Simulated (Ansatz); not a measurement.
Al:

```
CELL_PARAMETERS angstrom
0.00000 2.02481 2.02481
2.02481 0.00000 2.02481
2.02481 2.02481 0.00000
ATOMIC_POSITIONS crystal
Al 0.00000 0.00000 0.00000
```

Program: Ansatz 0.2.0. Alike in all runs: cell as given.

Question: Order these runs on this cell by their pressure, lowest first.
A. level RPBE+D3(BJ); potentials or basis all-electron LAPW, point nuclei; spin collinear, ferromagnetic start; k mesh 11 × 11 × 11; cutoff (eV) 320; smearing fermi-dirac 0.15 eV; other functionals evaluated on the density PBE, RPBE, BLYP; basis error allowed 0.001 eV/atom; other keys basis.ecutwfc = 320
B. level PBE; potentials or basis all-electron LAPW, scalar-relativistic; spin off; k mesh 11 × 11 × 11; cutoff (eV) 130; smearing fermi-dirac 0.05 eV; basis error allowed 0.001 eV/atom
C. level PBEsol+D3(BJ); potentials or basis all-electron LAPW, relativistic spinors; spin non-collinear, random start, SOC; k mesh 8 × 8 × 8; cutoff (eV) 162; smearing fermi-dirac 0.05 eV; basis error allowed 0.00025 eV/atom; other keys hamiltonian.pseudopotentials.lapw.basis_error = 0.00025

Answer: A (-19.1 GPa), C (-5.0 GPa), B (-0.4 GPa).

Caveats: pairwise dispersion overbinds metals, which lowers pressure and volume (some runs); the starting moments weren't kept (some runs); so large a pressure means that the cell lies far from this level's equilibrium, or that cutoff or potentials fall short (some runs); the k mesh is thin for a metal, which can move the energy by tens of meV per atom (some runs).
